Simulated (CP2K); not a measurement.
TiO2:

```
CELL_PARAMETERS angstrom
5.29100 0.00000 0.00000
-2.64550 4.58214 0.00000
0.00000 0.00000 6.13300
ATOMIC_POSITIONS crystal
Ti 0.45366 0.99731 0.33395
Ti 0.00066 0.45031 0.66729
Ti 0.54766 0.54431 0.00062
O 0.40275 0.32449 0.21003
O 0.69766 0.10231 0.54895
O 0.89566 0.58931 0.88229
O 0.30366 0.40531 0.78562
O 0.10566 0.69431 0.45229
O 0.59266 0.89231 0.11895
```

The cell comes from a database or a generator and needn't be the stable form of this composition.

The cell isn't the ideal one: atom 4 moved 0.15 Å.

Base run:

| Property | Result |
| --- | --- |
| Program | CP2K 2026.2 |
| Functional | PW91 |
| Potentials or basis | POTENTIAL_UZH Ti GTH-PBE-q12, O GTH-PBE-q6; DZVP-MOLOPT-PBE-GTH basis |
| Density cutoff | 11565 eV |
| k mesh | 5 × 5 × 4 |
| Occupations | fermi-dirac, width 0.05 eV |
| Spin | no spin polarisation |

Its results: band gap on the k mesh 3.69 eV, indirect (least direct gap 3.83 eV); pressure 8.1 GPa.

Problem. After a change of settings the same cell gave: band gap on the k mesh 3.88 eV, indirect (least direct gap 4.01 eV); pressure 8.6 GPa. Which change was it?
A. functional from PW91 to rev-vdW-DF2
B. functional from PW91 to TPSS
C. functional from PW91 to vdW-DF2
D. functional from PW91 to PBE

Solution. B.

TPSS gives the wider gap, since meta-GGAs in the generalised Kohn-Sham scheme recover part of the derivative discontinuity.

Caveats: the potentials were made for another functional, which shifts forces and pressure; an odd mesh through Γ misses points on the zone boundary, where band edges often lie; the basis of atomic orbitals isn't converged, which shifts pressures, moduli and gaps.
